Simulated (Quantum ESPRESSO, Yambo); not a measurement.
# A GW run on RbBr (Fm-3m) in Yambo, with inputs changed, part 2 of 2

Aim: change inputs of a GW run on RbBr (Fm-3m) and see what moves.

Yambo 5.3.0; PBE and many-body steps on it, plane waves. Known limits of the many-body steps: not at the basis limit; no spin-orbit coupling.

So far. Step 5 (Core charge in Vxc): Against G0W0 in Yambo (4×4×4 mesh, 209 bands, screening to 176.9 eV, Godby-Needs plasmon pole), the gap moves by +0.066 eV. Step 6 (Damping of G): Against G0W0 in Yambo (4×4×4 mesh, 209 bands, screening to 176.9 eV, Godby-Needs plasmon pole), the gap moves by +0.012 eV.

The database entry behind the starting cell differs from later determinations by our own check (about 0.5 % short), so it need not match the best structure at ambient conditions.

**7. Scissors in G**

Level of this step: G0W0 on PBE, plane waves, norm-conserving pseudopotentials (Yambo).

Contents of gw7.in:

```
HF_and_locXC
gw0
dyson
ppa
em1d
rim_cut
RandQpts= 1000000
RandGvec= 1 RL
EXXRLvcs= 76 Ry
VXCRLvcs= 304 Ry
Chimod= "HARTREE"
% BndsRnXp
 1 | 209 |
%
NGsBlkXp= 13 Ry
% LongDrXp
 1 | 1 | 1 |
%
% GbndRnge
 1 | 209 |
%
DysSolver= "n"
ExtendOut
PPAPntXp= 27.21138 eV
% QPkrange
 1 | 1 | 12 | 15 |
%
% GfnQP_E
 1.0 | 1.0 | 1.0 |
%
```

Launch:

```bash
> OMP_NUM_THREADS=1 mpirun -n 4 yambo -F gw7.in -J gw7,gw1_W -C gw7 > gw7.log
```

What it wrote:

```text
 Yambo, version 5.3.0

 [02] CORE Variables Setup
 =========================

  [... cell, symmetries and grids as in the set-up ...]

  [02.05] Energies & Occupations
  ==============================

  [X] === General ===
  [X] Electronic Temperature                        :  0.000000  0.000000 [eV K]
  [X] Bosonic    Temperature                        :  0.000000  0.000000 [eV K]
  [X] Finite Temperature mode                       : no
  [X] El. density                                   :  0.32300E+24 [cm-3]
  [X] Fermi Level                                   :  2.132238 [eV]

  [X] === Gaps and Widths ===
  [X] Conduction Band Min                           :  4.364251 [eV]
  [X] Valence Band Max                              :  0.000000 [eV]
  [X] Filled Bands                                  :  13
  [X] Empty Bands                                   :   14  209
  [X] Direct Gap                                    :  4.364251 [eV]
  [X] Direct Gap localized at k                     :  1
  [X] Indirect Gap                                  :  4.364251 [eV]
  [X] Indirect Gap between kpts                     :  1  1
  [X] Last valence band width                       :  0.354275 [eV]
  [X] 1st conduction band width                     :  2.722711 [eV]

 [03] Transferred momenta grid and indexing
 ==========================================

 IBZ Q-points                                      :   8
 BZ  Q-points                                      :   64

 K/Q-points units:
 rlu = crystal or reduced units; cc = cartesian coordinates; iku = interal k-units

 Q [1]          [rlu]:  0.000000  0.000000  0.000000
 Q [2]          [rlu]:  0.20505E-16 -0.72508E-17  0.25000
 Q [3]          [rlu]: -0.41010E-16  0.14502E-16 -0.50000
[...]
[G+QP] Indirect Gap                               :  5.364251 [eV]
  [G+QP] Indirect Gap between kpts                  :  1  1
  [G+QP] Last valence band width                    :  0.354275 [eV]
  [G+QP] 1st conduction band width                  :  2.722711 [eV]

  [coarse-grid] Minimum Bare Gap        [ev]:  4.364251
  [coarse-grid] Minimum Gap Correction  [ev]:  1.000000

  Eqp @ K [1]
  -58.11487 -58.11487 -58.11291 -58.11291 -58.11291 -24.42232 -12.18480  -8.49377
   -8.4938      -8.4938     -0.30341E-10 -0.16333E-10   0.0000       5.3643       8.2866       8.2866
    8.28663   9.17591   9.17591  11.98203  16.83781  16.83781  16.83781  17.14291
[...]
Eqp @ K [2]
[...]
Eqp @ K [3]
[...]
Eqp @ K [4]
[...]
Eqp @ K [5]
[...]
[... 2 further k-points ...]
  Eqp @ K [8]
[...]
9.62049  11.87623  11.94224  12.00893  12.72936  12.72936  14.71033  15.34724
   15.34724  18.59695  18.71397  19.88956  19.88956  20.68504  20.68504  20.90486

 [06] Dipoles
 ============

  [06.01] Setup: observables and procedures
  =========================================

 [07] Dynamic Dielectric Matrix (PPA)
 ====================================

   Sc/G bands                                       :    1  209
   Sc/G damping                                     :  0.100000 ev
   Sc bands terminator                              : no
   Sx RL components                                 :   6081

   QP @ state[ 1 ] K range                          :  1  1
   QP @ state[ 1 ] b range                          :  12  15
   GF energies kind                                 : Perdew, Burke & Ernzerhof(X)+Perdew, Burke & Ernzerhof(C)+ user defined corrections @E
   GF WF`s kind                                     : Perdew, Burke & Ernzerhof(X)+Perdew, Burke & Ernzerhof(C)
   Xs energies kind                                 : Perdew, Burke & Ernzerhof(X)+Perdew, Burke & Ernzerhof(C)
   Xs WF`s kind                                     : Perdew, Burke & Ernzerhof(X)+Perdew, Burke & Ernzerhof(C)

 [12] Game Over & Game summary
```

Run time: 1.7 min. Hardware: 4 MPI ranks of Arm Neoverse V1, shared host; peak memory 2.1 GiB.

This step gave:

* G0W0 gap on the points computed: 7.665 eV
* starting gap on the mesh: 4.364 eV
* k of the valence top: 0, 0, 0
* k of the conduction bottom: 0, 0, 0
* least direct G0W0 gap on the computed points: 7.665 eV
* Z at the valence top: 0.8275
* Z at the conduction bottom: 0.8843

The program's own table gives 7.781 eV, which is too large where the input levels are shifted: this version takes Σc at the unshifted level E₀, yet steps from the shifted one. The value above is the Newton step from E₀, E₀ + Z(Σc + Σx − Vxc), rebuilt from the printed columns.

**8. Only filled bands in the screening**

Contents of gw8.in:

```
HF_and_locXC
gw0
dyson
ppa
em1d
rim_cut
RandQpts= 1000000
RandGvec= 1 RL
EXXRLvcs= 76 Ry
VXCRLvcs= 304 Ry
Chimod= "HARTREE"
% BndsRnXp
 1 | 13 |
%
NGsBlkXp= 13 Ry
% LongDrXp
 1 | 1 | 1 |
%
% GbndRnge
 1 | 209 |
%
DysSolver= "n"
ExtendOut
PPAPntXp= 27.21138 eV
% QPkrange
 1 | 1 | 12 | 15 |
%
```

Launch:

```bash
> OMP_NUM_THREADS=1 mpirun -n 4 yambo -F gw8.in -J gw8 -C gw8 > gw8.log
```

What it wrote:

```text
 Yambo, version 5.3.0

 [02] CORE Variables Setup
 =========================

  [... cell, symmetries and grids as in the set-up ...]

  [02.05] Energies & Occupations
  ==============================

  [X] === General ===
  [X] Electronic Temperature                        :  0.000000  0.000000 [eV K]
  [X] Bosonic    Temperature                        :  0.000000  0.000000 [eV K]
  [X] Finite Temperature mode                       : no
  [X] El. density                                   :  0.32300E+24 [cm-3]
  [X] Fermi Level                                   :  2.132238 [eV]

  [X] === Gaps and Widths ===
  [X] Conduction Band Min                           :  4.364251 [eV]
  [X] Valence Band Max                              :  0.000000 [eV]
  [X] Filled Bands                                  :  13
  [X] Empty Bands                                   :   14  209
  [X] Direct Gap                                    :  4.364251 [eV]
  [X] Direct Gap localized at k                     :  1
  [X] Indirect Gap                                  :  4.364251 [eV]
  [X] Indirect Gap between kpts                     :  1  1
  [X] Last valence band width                       :  0.354275 [eV]
  [X] 1st conduction band width                     :  2.722711 [eV]

 [03] Transferred momenta grid and indexing
 ==========================================

 IBZ Q-points                                      :   8
 BZ  Q-points                                      :   64

 K/Q-points units:
 rlu = crystal or reduced units; cc = cartesian coordinates; iku = interal k-units

 Q [1]          [rlu]:  0.000000  0.000000  0.000000
 Q [2]          [rlu]:  0.20505E-16 -0.72508E-17  0.25000
 Q [3]          [rlu]: -0.41010E-16  0.14502E-16 -0.50000
[...]
================================================

 [VXC] Plane waves :   48671
 [EXS] Plane waves :   6081

 QP @ state[ 1 ] K range:  1  1
 QP @ state[ 1 ] b range:  12  15

 [xc] Functional : Perdew, Burke & Ernzerhof(X)+Perdew, Burke & Ernzerhof(C)
 [xc] LIBXC used to calculate xc functional
  PP Number of Atomic Species                      :  2
  NLCC RL compoments                               :   48671
  PP Number of Atomic Species                      :  2
  NLCC RL compoments                               :   48671

 [xc] E_xc :  -16.27496 [Ha]
      E_xc :  -32.54992 [Ry]

  Local XC kind (lXC) : Perdew, Burke & Ernzerhof(X)+Perdew, Burke & Ernzerhof(C)
  Non-Local XC kind (nlXC) : Hartree-Fock

  Corrections @ K [1] :  [eV]
 <12|nlXC|12> = -19.41610 -0.67813E-17 <12|lXC|12> = -14.22687 -0.47205E-16
 <13|nlXC|13> = -19.41606  0.61037E-17 <13|lXC|13> = -14.22687  0.16964E-16
 <14|nlXC|14> = -3.641019 -0.15713E-18 <14|lXC|14> = -6.942251  0.19474E-20
 <15|nlXC|15> = -3.253680  0.27454E-18 <15|lXC|15> = -7.444604  0.23601E-16

 [08] Dyson equation: Newton solver
 ==================================

  [08.01] G0W0 (W PPA)
  ====================

  [  GW  ] Bands range     :    1  209
  [GW/PPA] G damping       :  0.100000 [eV]

  QP @ state[ 1 ] K range:  1  1
  QP @ state[ 1 ] b range:  12  15

   Sc/G bands                                       :    1  209
   Sc/G damping                                     :  0.100000 ev
   Sc bands terminator                              : no
   Sx RL components                                 :   6081

   QP @ state[ 1 ] K range                          :  1  1
   QP @ state[ 1 ] b range                          :  12  15
   GF energies kind                                 : Perdew, Burke & Ernzerhof(X)+Perdew, Burke & Ernzerhof(C)
   GF WF`s kind                                     : Perdew, Burke & Ernzerhof(X)+Perdew, Burke & Ernzerhof(C)
   Xs energies kind                                 : Perdew, Burke & Ernzerhof(X)+Perdew, Burke & Ernzerhof(C)
   Xs WF`s kind                                     : Perdew, Burke & Ernzerhof(X)+Perdew, Burke & Ernzerhof(C)

 [11] Game Over & Game summary
```

Wall time 88 s (4 MPI ranks); peak memory 2.1 GiB.

The run ended normally, though the input holds a fault or crude settings.

The fault put into this input: only filled bands in the screening.

**9. The runs together**

Times are wall times on 4 MPI ranks of Arm Neoverse V1, shared host, good to a factor of about two.

| run | mesh | bands | screening cutoff (eV) | DFT gap (eV) | gap on the mesh (eV) | direct (eV) | time |
| --- | --- | --- | --- | --- | --- | --- | --- |
| base | 4×4×4 | 209 | 176.9 | 4.364 | 7.583 | 7.583 | 5.2 min |
| field direction | 4×4×4 | 209 | 176.9 | 4.364 | 7.583 | 7.583 | 5.1 min |
| exchange cutoff | 4×4×4 | 209 | 176.9 | 4.364 | 7.434 | 7.434 | 1.7 min |
| core charge in Vxc | 4×4×4 | 209 | 176.9 | 4.364 | 7.649 | 7.649 | 1.7 min |
| damping of G | 4×4×4 | 209 | 176.9 | 4.364 | 7.595 | 7.595 | 1.7 min |
| scissors in G | 4×4×4 | 209 | 176.9 | 4.364 | 7.665 | 7.665 | 1.7 min |

**10. Results**

| Property | Result |
| --- | --- |
| base | 7.583 eV |
| field direction | 7.583 eV |
| exchange cutoff | 7.434 eV |
| core charge in Vxc | 7.649 eV |
| damping of G | 7.595 eV |
| scissors in G | 7.665 eV |
| known limits | not at the basis limit; no spin-orbit coupling |

What this shows: Field direction: no change against base (keys changed: LongDrXp). Exchange cutoff: −0.150 eV against base (keys changed: EXXRLvcs). Core charge in Vxc: +0.066 eV against base (keys changed: UseNLCC). Damping of G: +0.012 eV against base (keys changed: GDamping). Scissors in G: +0.081 eV against base (keys changed: GfnQP_E). Bands and cutoff are finite, so the gap is not at the basis limit. The miss can reach some tenths of an eV and take either sign; the mesh is an error of its own. In the G0W0 runs levels were corrected at 1 k point alone, so a gap called «on the mesh» is the least over those, and an edge elsewhere would be missed. The many-body steps are scalar-relativistic: spin-orbit coupling is not in them.

[Paths, hosts, dates, memory and timing lines, banners, echoed tables and standing remarks are left out of the program output.]

[Logs are printed without paths, hosts, clocks, repeated set-up lines and the standing remarks that a program may print on its own settings, such as how far it seeks lower states.]

[Runs of the session that timed out or met a known fault of the program may be left out.]

[Hosts, paths, dates, database ids (printed as entryN), source tags and the programs' standing remarks are cut or masked in the printed files.]
